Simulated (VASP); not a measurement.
# K (Pm-3m) in VASP: single point with LDA

Aim: the single point of K with LDA.

All numbers are computed with VASP 6.6.1; they aren't measurements. Logs are shortened: lines on timing, memory, paths and dates and some standing lists are left out, and cuts for length are marked.

**1. Starting point**

Symmetry: Pm-3m, No. 221, cubic system. The conventional cell has a = 4.104 Å, b = 4.104 Å, c = 4.104 Å, α = 90.00°, β = 90.00°, γ = 90.00°. Around K (site symmetry m-3m) lie 6 K at 4.10 Å.

The cell was built by a generator and needn't be a form met in nature.

**2. Single point, LDA**

INCAR reads:

```
ALGO     = Normal         # electronic algorithm
EDIFF    = 1E-6           # SCF threshold, eV
ENCUT    = 520            # plane-wave cutoff, eV
ISIF     = 2              # what is computed and relaxed
ISMEAR   = -1             # smearing method
LASPH    = T              # aspherical terms in the spheres
LCHARG   = F              # write CHGCAR
LREAL    = F              # projectors in reciprocal space
LWAVE    = F              # write WAVECAR
NBANDS   = 10             # bands
NELM     = 100            # most SCF steps
PREC     = Accurate       # precision mode
SIGMA    = 0.13605693000000002 # smearing width, eV
```

KPOINTS reads:

```
k-points
0
Gamma
  8 8 8
```

POSCAR reads:

```
K
1.0
    4.1041599657      0.0000000000      0.0000000000
    0.0000000000      4.1041599657      0.0000000000
    0.0000000000      0.0000000000      4.1041599657
K
1
Direct
    0.0000000000      0.0000000000      0.0000000000
```

Potentials or basis: VASP PAW LDA potentials, release 64 (K_sv).

Launch:

```bash
$ cat potpaw_LDA.64/K_sv/POTCAR > POTCAR
$ mpirun -np 1 vasp_std > vasp.out
```

OUTCAR:

```text
EDIFF = 1E-6
   ENCUT = 520
   ISIF = 2
   ISMEAR = -1
   LASPH = T
   LREAL = F
   NELM = 100
   PREC = Accurate

 ion  position               nearest neighbor table
   1  0.000  0.000  0.000-

  LATTYP: Found a simple cubic cell.
 ALAT       =     4.1041599657

  Lattice vectors:

 A1 = (   4.1041599657,   0.0000000000,   0.0000000000)
 A2 = (   0.0000000000,   4.1041599657,   0.0000000000)
 A3 = (   0.0000000000,   0.0000000000,   4.1041599657)

Analysis of symmetry for initial positions (statically):
=====================================================================
 Subroutine PRICEL returns:
 Original cell was already a primitive cell.

 Routine SETGRP: Setting up the symmetry group for a
 simple cubic supercell.

 Subroutine GETGRP returns: Found 48 space group operations
 (whereof 48 operations were pure point group operations)
 out of a pool of 48 trial point group operations.

The static configuration has the point symmetry O_h .

Analysis of symmetry for dynamics (positions and initial velocities):
=====================================================================
 Subroutine PRICEL returns:
 Original cell was already a primitive cell.

 Routine SETGRP: Setting up the symmetry group for a
 simple cubic supercell.

 Subroutine GETGRP returns: Found 48 space group operations
 (whereof 48 operations were pure point group operations)
 out of a pool of 48 trial point group operations.

The dynamic configuration has the point symmetry O_h .

 Subroutine INISYM returns: Found 48 space group operations
 (whereof 48 operations are pure point group operations),
 and found     1 'primitive' translations

----------------------------------------------------------------------------------------

                                     Primitive cell

  volume of cell :      69.1310

  direct lattice vectors                    reciprocal lattice vectors
     4.104159966  0.000000000  0.000000000     0.243655220  0.000000000  0.000000000
     0.000000000  4.104159966  0.000000000     0.000000000  0.243655220  0.000000000
     0.000000000  0.000000000  4.104159966     0.000000000  0.000000000  0.243655220

  length of vectors
     4.104159966  4.104159966  4.104159966     0.243655220  0.243655220  0.243655220

  position of ions in fractional coordinates (direct lattice)
     0.000000000  0.000000000  0.000000000

  ion indices of the primitive-cell ions
   primitive index   ion index
                 1           1

----------------------------------------------------------------------------------------

 KPOINTS: k-points

Automatic generation of k-mesh.
 Grid dimensions read from file:
 generate k-points for:    8    8    8

 Generating k-lattice:

  Cartesian coordinates                     Fractional coordinates (reciprocal lattice)
     0.030456903  0.000000000  0.000000000     0.125000000  0.000000000  0.000000000
     0.000000000  0.030456903  0.000000000     0.000000000  0.125000000  0.000000000
     0.000000000  0.000000000  0.030456903     0.000000000  0.000000000  0.125000000

  Length of vectors
     0.030456903  0.030456903  0.030456903

  Shift w.r.t. Gamma in fractional coordinates (k-lattice)
     0.000000000  0.000000000  0.000000000

 Subroutine IBZKPT returns following result:
 ===========================================

 Found     35 irreducible k-points:

 Following reciprocal coordinates:
            Coordinates               Weight
  0.000000  0.000000  0.000000      1.000000
  0.125000  0.000000  0.000000      6.000000
  0.250000  0.000000  0.000000      6.000000
  0.375000  0.000000  0.000000      6.000000
  0.500000  0.000000  0.000000      3.000000
  0.125000  0.125000  0.000000     12.000000
[... 16 lines left out ...]
  0.375000  0.375000  0.125000     24.000000
  0.500000  0.375000  0.125000     24.000000
 [... further k-points ...]
   k-points           NKPTS =     35   k-points in BZ     NKDIM =     35   number of bands    NBANDS=     10
   number of dos      NEDOS =    301   number of ions     NIONS =      1
   total plane-waves  NPLWV =  32768
   dimension x,y,z NGX =    32 NGY =   32 NGZ =   32
   dimension x,y,z NGXF=    64 NGYF=   64 NGZF=   64
   ions per type =               1
   NGX,Y,Z   is equivalent  to a cutoff of  12.96, 12.96, 12.96 a.u.
   NGXF,Y,Z  is equivalent  to a cutoff of  25.92, 25.92, 25.92 a.u.
 SYSTEM =  unknown system
   PREC   = accura    normal or accurate (medium, high low for compatibility)
   ISTART =      0    job   : 0-new  1-cont  2-samecut
   ICHARG =      2    charge: 1-file 2-atom 10-const
   ISPIN  =      1    spin polarized calculation?
   LNONCOLLINEAR =      F non collinear calculations
   LSORBIT =      F    spin-orbit coupling
   LASPH  =      T    aspherical Exc in radial PAW
   ENCUT  =  520.0 eV  38.22 Ry    6.18 a.u.   7.63  7.63  7.63*2*pi/ulx,y,z
   NELM   =    100;   NELMIN=  2; NELMDL= -5     # of ELM steps
   EDIFF  = 0.1E-05   stopping-criterion for ELM
   LREAL  =      F    real-space projection
   EDIFFG = 0.1E-04   stopping-criterion for IOM
   NSW    =      0    number of steps for IOM
   IBRION =     -1    ionic relax: 0-MD 1-quasi-New 2-CG
   NFREE  =      0    steps in history (QN), initial steepest desc. (CG)
   ISIF   =      2    stress and relaxation
   ISYM   =      2    0-nonsym 1-usesym 2-fastsym
   POTIM  = 0.5000    time-step for ionic-motion
   TEBEG  =    0.0;   TEEND  =   0.0 temperature during run
   PSTRESS=    0.0 pullay stress
   NELECT =       9.0000    total number of electrons
   NUPDOWN=      -1.0000    fix difference up-down
   EMIN   =  10.00;   EMAX   =-10.00  energy-range for DOS
   EFERMI =   0.00;   METHOD = LEGACY
   ISMEAR =    -1;   SIGMA  =   0.14  broadening in eV -4-tet -1-fermi 0-gaus
   EFERMI_NEDOS =   21; number of points for ismear=-14 and -15
   IALGO  =     38    algorithm
   IMIX   =      4    mixing-type and parameters
     AMIX     =   0.40;   BMIX     =  1.00
     AMIX_MAG =   1.60;   BMIX_MAG =  1.00
  volume/ion in A,a.u.               =      69.13       466.52
  Fermi-wavevector in a.u.,A,eV,Ry     =   0.829720  1.567943  9.366723  0.688435
  Thomas-Fermi vector in A             =   1.942315
   LORBIT       =      0    0 simple, 1 ext, 2 COOP (PROOUT), +10 PAW based schemes
   GGA     = CA    functional components
   LHFCALC =     F    Hartree Fock is set to
   AEXX    =    0.0000 exact exchange contribution
   IVDW    =     0    specifies the selected vdW correction
   LEPSILON=     F    determine dielectric tensor
   LRPA    =     F    only Hartree local field effects (RPA)
 non-spin polarized calculation
  energy-cutoff  :      520.00
  volume of cell :       69.13
 maximum number of plane-waves:      1877
 NGX is ok and might be reduce to    32
   NGX = 15   NGY = 15   NGZ = 15

 number of electron       9.0000003 magnetization

 Free energy of the ion-electron system (eV)
  ---------------------------------------------------
  ext. energy  EPLUGINS =         0.00000000
  ---------------------------------------------------
  free energy    TOTEN  =        -1.07982959 eV

  energy without entropy =       -1.03661719  energy(sigma->0) =       -1.05822339

 E-fermi :  -0.1425     XC(G=0):  -6.0189

 val. band max:       -0.2389356990   @ k =   0.5000   0.0000   0.0000
 cond. band min:      -0.0581157439   @ k =   0.5000   0.1250   0.0000
 fundamental gap:      0.1808199550
 Fermi energy:        -0.1425126348

 k-point     1 :       0.0000    0.0000    0.0000
  band No.  band energies     occupation
      1     -32.1007      2.00000
      2     -15.7537      2.00000
      3     -15.7537      2.00000
      4     -15.7537      2.00000
      5      -2.4078      2.00000
      6       2.6400      0.00000
      7       2.6400      0.00000
      8       6.1818      0.00000
      9       6.1818      0.00000
     10       6.1820      0.00000

 k-point     2 :       0.1250    0.0000    0.0000
  band No.  band energies     occupation
      1     -32.0994      2.00000
      2     -15.7747      2.00000
      3     -15.7519      2.00000
      4     -15.7519      2.00000
      5      -2.2447      2.00000
      6       2.5329      0.00000
      7       2.7148      0.00000
      8       5.6698      0.00000
      9       5.6698      0.00000
     10       6.2235      0.00000

 k-point     3 :       0.2500    0.0000    0.0000
  band No.  band energies     occupation
      1     -32.0965      2.00000
      2     -15.8249      2.00000
      3     -15.7476      2.00000
      4     -15.7476      2.00000
      5      -1.7723      1.99999
      6       1.9974      0.00000
      7       2.9133      0.00000
      8       5.0859      0.00000
      9       5.0859      0.00000
     10       5.9098      0.00000

 k-point     4 :       0.3750    0.0000    0.0000
  band No.  band energies     occupation
      1     -32.0935      2.00000
      2     -15.8743      2.00000
      3     -15.7433      2.00000
      4     -15.7433      2.00000
      5      -1.0356      1.99718
      6       1.0210      0.00039
      7       3.1460      0.00000
      8       4.7013      0.00000
      9       4.7013      0.00000
     10       6.3890      0.00000

 k-point     5 :       0.5000    0.0000    0.0000
  band No.  band energies     occupation
      1     -32.0923      2.00000
      2     -15.8946      2.00000
      3     -15.7415      2.00000
      4     -15.7415      2.00000
      5      -0.2389      1.34023
      6       0.1056      0.27803
      7       3.2563      0.00000
      8       4.5682      0.00000
      9       4.5682      0.00000
     10       6.3407      0.00000

 k-point     6 :       0.1250    0.1250    0.0000
  band No.  band energies     occupation
      1     -32.0982      2.00000
      2     -15.7738      2.00000
      3     -15.7717      2.00000
      4     -15.7501      2.00000
      5      -2.0834      2.00000
      6       2.5679      0.00000
      7       2.6785      0.00000
      8       5.0479      0.00000
      9       5.5522      0.00000
     10       5.9755      0.00000
[... 183 lines left out ...]
 k-point    21 :       0.3750    0.2500    0.1250
  band No.  band energies     occupation
      1     -32.0882      2.00000
      2     -15.8629      2.00000
      3     -15.8094      2.00000
      4     -15.7571      2.00000
      5      -0.3292      1.59537
      6       1.5572      0.00001
      7       2.8829      0.00000
      8       3.8409      0.00000
      9       4.5079      0.00000
     10       5.1094      0.00000

 k-point    22 :       0.5000    0.2500    0.1250
  band No.  band energies     occupation
      1     -32.0870      2.00000
      2     -15.8826      2.00000
      3     -15.8072      2.00000
      4     -15.7553      2.00000
      5       0.4847      0.01971
      6       0.6244      0.00710
      7       3.2920      0.00000
      8       3.4232      0.00000
      9       4.6538      0.00000
     10       5.0941      0.00000

 k-point    23 :       0.3750    0.3750    0.1250
  band No.  band energies     occupation
      1     -32.0853      2.00000
      2     -15.8576      2.00000
      3     -15.8557      2.00000
      4     -15.7527      2.00000
      5       0.2761      0.08817
      6       1.8380      0.00000
      7       2.3152      0.00000
      8       3.4650      0.00000
      9       4.6570      0.00000
     10       4.9610      0.00000

 k-point    24 :       0.5000    0.3750    0.1250
  band No.  band energies     occupation
      1     -32.0841      2.00000
      2     -15.8760      2.00000
      3     -15.8541      2.00000
      4     -15.7509      2.00000
      5       0.8102      0.00182
      6       1.3709      0.00003
      7       2.5941      0.00000
      8       3.0361      0.00000
      9       4.8392      0.00000
     10       4.9053      0.00000

 [... further k-points ...]

------------------------ aborting loop because EDIFF is reached ----------------------------------------

  FORCE on cell =-STRESS in cart. coord.  units (eV):
  Direction    XX          YY          ZZ          XY          YZ          ZX
  --------------------------------------------------------------------------------------
  -------------------------------------------------------------------------------------
  Total       -0.0087647     -0.0087647     -0.0087647     -0.0000000     -0.0000000      0.0000000
  in kB       -0.2031304     -0.2031304     -0.2031304     -0.0000000     -0.0000000      0.0000000
  external PRESSURE =      -0.2031304 kB  Pullay stress =       0.0000000 kB

 VOLUME and BASIS-vectors are now :
 -----------------------------------------------------------------------------
  energy-cutoff  :      520.00
  volume of cell :       69.13
      direct lattice vectors                 reciprocal lattice vectors
     4.104159966  0.000000000  0.000000000     0.243655220  0.000000000  0.000000000
     0.000000000  4.104159966  0.000000000     0.000000000  0.243655220  0.000000000
     0.000000000  0.000000000  4.104159966     0.000000000  0.000000000  0.243655220

 POSITION                                       TOTAL-FORCE (eV/Angst)
 -----------------------------------------------------------------------------------
      0.00000      0.00000      0.00000         0.000000      0.000000      0.000000
 -----------------------------------------------------------------------------------
    total drift:                                0.000000     -0.000000      0.000000

  FREE ENERGIE OF THE ION-ELECTRON SYSTEM (eV)
  ---------------------------------------------------
  free  energy   TOTEN  =        -1.0798295922 eV

  energy  without entropy=       -1.0366171870  energy(sigma->0) =       -1.05822339
```

Run time: 8.7 s. Hardware: 1 thread of Intel Xeon 6975P-C (Granite Rapids), shared host; peak memory 0.15 GiB.

Results:

```yaml
Free_energy: -1.0798 eV
Pressure: 0.0 GPa
Band_gap_on_the_k_mesh: none (metal or under the smearing width)
```
